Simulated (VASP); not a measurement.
Here is a VASP 6.6.1 calculation.

Contents of POSCAR:

```
SnO
1.0
    3.8136952200      0.0000000000      0.0000000000
    0.0000000000      3.8136952200      0.0000000000
    0.0000000000      0.0000000000      4.8869133000
Sn O
2 2
Direct
    0.5000000000      0.0000000000      0.7646261400
    0.0000000000      0.5000000000      0.2353738600
    0.0000000000      0.0000000000      0.0000000000
    0.5000000000      0.5000000000      0.0000000000
```

INCAR.step1

```
SYSTEM = SnO
PREC = Accurate
ENCUT = 600
EDIFF = 1E-8
ISMEAR = -1
SIGMA = 0.05
LREAL = .FALSE.
LASPH = .TRUE.
NELM = 60
ALGO = Fast
ISIF = 3
LWAVE = .FALSE.
LCHARG = .FALSE.
GGA = PE
IBRION = 2
NSW = 40
EDIFFG = -0.002
```

INCAR.step2

```
SYSTEM = SnO
PREC = Accurate
ENCUT = 600
EDIFF = 1E-8
ISMEAR = -1
SIGMA = 0.05
LREAL = .FALSE.
LASPH = .TRUE.
NELM = 60
ALGO = Fast
ISIF = 3
LWAVE = .FALSE.
LCHARG = .FALSE.
GGA = PE
IBRION = 6
NFREE = 2
POTIM = 0.015
NSW = 1
```

The input KPOINTS:

```
regular mesh
0
G
  5 5 5
  0 0 0
```

Potentials or basis: VASP PAW PBE potentials, release 64 (Sn_d, O).

Launch:

```bash
$ cat potpaw_PBE.64/Sn_d/POTCAR potpaw_PBE.64/O/POTCAR > POTCAR
$ cp INCAR.step1 INCAR
$ mpirun -np 1 vasp_std > vasp.out
$ cp CONTCAR POSCAR
$ cp INCAR.step2 INCAR
$ mpirun -np 1 vasp_std > vasp.out
```

Problem. Predict the Voigt bulk modulus.

Solution. 42 GPa.

Problem. Predict the highest phonon frequency at Γ, LO-TO splitting left out.

Solution. 430 cm⁻¹.

Problem. Predict the relaxed volume.

Solution. 18.89 Å³/atom.

Clamped-ion elastic tensor (GPa):
```
135  78  55   0   0   0
 78 135  55   0   0   0
 55  55 101   0   0   0
  0   0   0  42   0   0
  0   0   0   0  42   0
  0   0   0   0   0  74
```
